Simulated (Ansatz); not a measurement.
MnS under changes of volume

One of the cells (17.667 Å³/atom); the others are scaled copies at fixed shape and fractional positions:

```
CELL_PARAMETERS angstrom
0.00000 2.60450 2.60450
2.60450 0.00000 2.60450
2.60450 2.60450 0.00000
ATOMIC_POSITIONS crystal
Mn 0.00000 0.00000 0.00000
S 0.50000 0.50000 0.50000
```

* Program: Ansatz 0.2.0
* Functional: r2SCAN
* Dispersion: D3(BJ)
* Potentials or basis: Ansatz PAW
* Cutoff: 500 eV (not typed: the program's choice for these potentials)
* k mesh: 9 × 9 × 9
* Occupations: fermi-dirac, width 0.05 eV
* Spin: collinear spin, ferromagnetic start
* Starting moments: [4.0, 0.0] μB

```tsv
volume (Å³/atom)	energy over the lowest point (meV/atom)	pressure (GPa)	moment (μB per cell)
16.607	7.02	3.1	4.88
16.961	?	?	?
17.314	0.00	0.2	4.96
17.667	0.91	-1.3	4.98
18.021	5.36	-2.8	4.99
18.374	13.04	-4.2	4.99
18.727	23.66	-5.5	5.00
```

What does the run at 16.961 Å³/atom give?

Energy over the lowest point 2.10 meV/atom; pressure 1.6 GPa; moment 4.92 μB per cell.

Worked out: A Birch-Murnaghan fit of order 3 (a polynomial in V^(-2/3)) to the other rows has its minimum at 17.37 Å³/atom with B0 = V·E''(V) = 71 GPa (rough, since the energies scatter). It gives 1.93 meV/atom at 16.961 Å³/atom, against the run's 2.10, and -dE/dV = 1.6 GPa, against 1.6. A parabola through the other rows of the moment, of slope 0.103 μB per Å³/atom there, gives 4.92 μB, against the run's 4.92.

Energies are extrapolated to zero smearing.

Caveats: the magnetic or orbital state may not be the lowest; a cell with one magnetic atom can't hold antiferromagnetic order, which such compounds often take; the PAW data sets come from PBE, with cores solved anew for the run's functional, which leaves a small shift of forces and pressure; the dispersion damping was fitted for another functional or another form of the correction; pairwise dispersion overbinds metals, which lowers pressure and volume (some runs).
